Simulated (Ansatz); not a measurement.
# TiH$_{2}$: a vibration from a frozen displacement

Computed with DFT r2SCAN, scalar-relativistic, plane waves, PAW in Ansatz 0.2.0. Settings: plane waves to 500 eV, k-mesh 20×20×20 (Γ-centred), Gaussian smearing 0.15 eV. No spin polarisation. Energies are free energies at this smearing, counted from the undisturbed cell; pressure is positive in compression.

Reference structure (as given, not relaxed at this level; it stands at -2.8 GPa, and it needn't be the usual structure):

```
Ti H
1.0
    -1.59650    1.59650    2.13350
     1.59650   -1.59650    2.13350
     1.59650    1.59650   -2.13350
Ti H
1 2
Cartesian
  0.0000 0.0000 0.0000
  0.0000 1.5965 1.0668
  1.5965 0.0000 1.0668
```

Every Ti atom is moved by x along the Cartesian unit vector (0.000, 0.000, 1.000); the cell and all other atoms stay fixed. The cell's volume is 21.75 Å³; the moved atoms weigh 47.867 u together and the others 2.016 u. Some rows repeat others by symmetry and weren't run.

```csv
x (Å),ΔE (meV/cell),total force on the moved atoms along the move (eV/Å),pressure (GPa)
-0.5000,1066.97,3.8681,10.5936
-0.4375,834.64,3.5520,7.8010
-0.3750,624.56,3.1600,5.2242
-0.3125,440.76,2.7144,2.9280
-0.2500,286.05,2.2305,0.9624
-0.1875,162.68,1.7118,-0.6312
-0.1250,72.80,1.1595,-1.8100
-0.0625,18.24,0.5838,-2.5346
0.0000,0.00,0.0000,-2.7798
0.0625,18.24,-0.5838,-2.5346
0.1250,72.80,-1.1595,-1.8100
0.1875,162.68,-1.7118,-0.6312
0.2500,286.05,-2.2305,0.9624
0.3125,440.76,-2.7144,2.9280
0.3750,624.56,-3.1600,5.2242
0.4375,834.64,-3.5520,7.8010
0.5000,1066.97,-3.8681,10.5936
```

Q: What frequency belongs to this motion?

A: The force constant is k = −dF/dx = 9.341 eV/Å², from the parabola through x = -0.0625, 0 and 0.0625. In every cell the moved atoms swing against the rest, so the mass is μ = m₁m₂/(m₁ + m₂) = 1.935 u, and ν̃ = 521.5 cm⁻¹ × √(|k|/μ) = 1146 cm⁻¹, at this cell's pressure of -2.8 GPa. To first order in x, and within 1 %, the force on every atom lies along the move and, within each of the two groups, in proportion to the atom's mass, so this is itself a mode at the zone centre of this cell.

Q: How far does the harmonic law reach?

A: At x = -0.500 Å, kx²/2 = 1167.60 meV against the computed 1066.97 meV (-8.6 %): the well softens in this direction at large amplitude.

Q: The pressure changes with x². What does that say about the frequency under compression?

A: With E = k(V)x²/2, k ∝ V^(−2γ) and x scaling with the cell as V^(1/3), P − P0 = −∂E/∂V = (2γ − 2/3) ΔE/V. At x = 0.1250 Å, V(P − P0) = 21.75 × 0.96987 / 160.2 eV = 131.67 meV and ΔE = 72.80 meV, so γ = 1/3 + V(P − P0)/(2ΔE) = 1.24. This is the Grüneisen parameter of the motion under uniform scaling of the cell: shrinking the cell evenly by 1 % in volume raises the frequency by about 1.24 %.

In a metal these slopes depend on the k mesh and the smearing.

The high frequency of 1146 cm⁻¹ is mainly a matter of mass: titanium barely moves, and the reduced mass is almost that of the two hydrogens. The restoring force comes from the metal cage, as each hydrogen sits in a titanium tetrahedron and is pushed towards one of its edges, while the hydrogen sublattice shifts rigidly and its H–H distances stay fixed.

The softening at large amplitude follows from the same geometry. A shift by half the tetragonal axis carries the hydrogens into equivalent sites, so the energy must level off at a maximum halfway, where they lie in the titanium planes. The even well likewise reflects the symmetry of the site, not an absence of anharmonicity.

The positive Grüneisen parameter fits Ti–H repulsion that steepens as the cage contracts. Since the cell is under tension, uniform contraction to zero pressure should raise the frequency somewhat. The tetragonal distortion separates this axial mode from the degenerate in-plane pair, whose common frequency remains undetermined here.
